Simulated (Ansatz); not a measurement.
## Is this CdSe structure a true minimum?

The structure comes from a generated guess, relaxed at this level; another structure or a mixture of phases may lie lower.

Theory: DFT PBE, scalar-relativistic, plane waves, PAW (Ansatz 0.2.0). Settings: cutoff 420 eV, Γ-centred mesh 4×4×4 on the computed 12-atom cell, Gaussian smearing of 0.02 eV; no spin polarisation.

The cell below (12 atoms, space group Pm-3n (No. 223)) is relaxed within its symmetry.

```yaml
crystal:
  lattice:
    - [7.61659, 0.00000, 0.00000]
    - [0.00000, 7.61659, 0.00000]
    - [0.00000, 0.00000, 7.61659]
  atoms:
    - { symbol: Cd, position: [0.50000, 0.00000, 0.75000] }
    - { symbol: Cd, position: [0.75000, 0.50000, 0.00000] }
    - { symbol: Cd, position: [0.00000, 0.75000, 0.50000] }
    - { symbol: Cd, position: [0.50000, 0.00000, 0.25000] }
    - { symbol: Cd, position: [0.25000, 0.50000, 0.00000] }
    - { symbol: Cd, position: [0.00000, 0.25000, 0.50000] }
    - { symbol: Se, position: [0.00000, 0.50000, 0.75000] }
    - { symbol: Se, position: [0.75000, 0.00000, 0.50000] }
    - { symbol: Se, position: [0.50000, 0.75000, 0.00000] }
    - { symbol: Se, position: [0.00000, 0.50000, 0.25000] }
    - { symbol: Se, position: [0.25000, 0.00000, 0.50000] }
    - { symbol: Se, position: [0.50000, 0.25000, 0.00000] }
```

For the test it was strained at random (σ = 1.5 % a component), the atoms were moved at random (σ = 0.15 Å), and all was relaxed again on a coarse 2×2×2 mesh (in the run’s order of axes) with 0.10 eV smearing, with no symmetry imposed.

Question: Does it come back?

Answer: It returns, within 1 meV/atom of the unmoved cell on that mesh and with the same symmetry when read at 0.1 Å (P1 at 0.01 Å, so small strains and shifts remain). So it is stable against the distortions that fit this cell and that this random move excites. Modes that don't fit the cell aren't tested. Another cell of CdSe relaxed alike, in F-43m, lies 73 meV/atom lower, so this cell isn't the stable form at this level.
